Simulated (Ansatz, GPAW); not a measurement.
This is a calculation of HfC for GPAW 26.7.0 (ASE script). Atoms were shifted at random by some hundredths of an Å from the given cell, which wasn't relaxed again for these runs. The cell comes from a database or a generator and needn't be the stable form of this composition.

The input run.py:

```python
from ase import Atoms
from ase.dft.bandgap import bandgap
from ase.io import write
from ase.units import GPa
from gpaw import GPAW, PW, setup_paths

setup_paths.insert(0, '.')

atoms = Atoms(['Hf', 'Hf', 'C', 'C'],
              cell=[[3.3428660531, 0.0, 0.0],
                    [-1.6714330265, 2.8950069234, 0.0],
                    [0.0, 0.0, 5.202714]],
              scaled_positions=[[0.338784, 0.666551, 0.256221],
                                [0.676648, 0.342441, 0.74911],
                                [0.009691, 0.006772, 0.49964],
                                [0.001289, -0.005217, 0.003064]],
              pbc=True)

calc = GPAW(mode=PW(800),
            xc='PBEsol',
            kpts={'size': (9, 9, 5), 'gamma': True},
            occupations={'name': 'fermi-dirac', 'width': 0.05},
            nbands=31,
            convergence={'density': 1e-05, 'energy': 1e-05},
            maxiter=150,
            txt='gpaw.txt')
atoms.calc = calc
energy = atoms.get_potential_energy()
forces = atoms.get_forces()
stress = atoms.get_stress()
calc.write('gs.gpw')
write('result.traj', atoms)
print(f'Energy: {energy:.6f} eV')
print('Forces (eV/A):')
print(forces.round(4))
print('Stress (GPa):', (stress / GPa).round(3))
print('Fermi level:', round(calc.get_fermi_level(), 4), 'eV')
print(f'Gap: {bandgap(calc)[0]:.4f} eV, direct: {bandgap(calc, direct=True)[0]:.4f} eV')
```

Potentials or basis: PAW data sets generated in the run's folder for this functional, pw.

Run with:

```console
$ gpaw-setup -f PBEsol C Hf
$ OMP_NUM_THREADS=1 python run.py
```

Task: Set up the same calculation for Ansatz 0.2.0. Potentials or basis there: all-electron LAPW, scalar-relativistic.

Result: As run (cutoffs and basis follow the program's own potentials, and thresholds, step limits or extra output files can differ):

input.yaml

```yaml
crystal:
  lattice:
    - [3.3428660531, 0.0, 0.0]
    - [-1.6714330265, 2.8950069234, 0.0]
    - [0.0, 0.0, 5.202714]
  atoms:
    - { symbol: Hf, position: [0.338784, 0.666551, 0.256221] }
    - { symbol: Hf, position: [0.676648, 0.342441, 0.74911] }
    - { symbol: C, position: [0.009691, 0.006772, 0.49964] }
    - { symbol: C, position: [0.001289, -0.005217, 0.003064] }
kpoints:
  mp_grid: { grid: [9, 9, 5] }
scf:
  occupations: { method: fermi_dirac, width: 0.05 }
hamiltonian:
  xc: pbesol
  pseudopotentials: { kind: all_electron, lapw: { basis_error: 0.001 } }
output:
  forces: true
  stress: true
  eigenvalues: true
  populations: true
```

Potentials or basis: all-electron LAPW, scalar-relativistic.

Run with:

```sh
$ ansatz run input.yaml --threads 2 --pin off --max-ram 8192MiB --backend cpu --events-out ev --progress --plain --runs-dir out
```

Both were run:

|  | GPAW | Ansatz |
| --- | --- | --- |
| Pressure | -6.1 GPa | -7.2 GPa |
| Largest force | 0.654 eV/Å | 0.642 eV/Å |

Where Ansatz's input types no cutoff or centring, it takes its own default and a Γ-centred mesh.

Pressure is positive in compression.
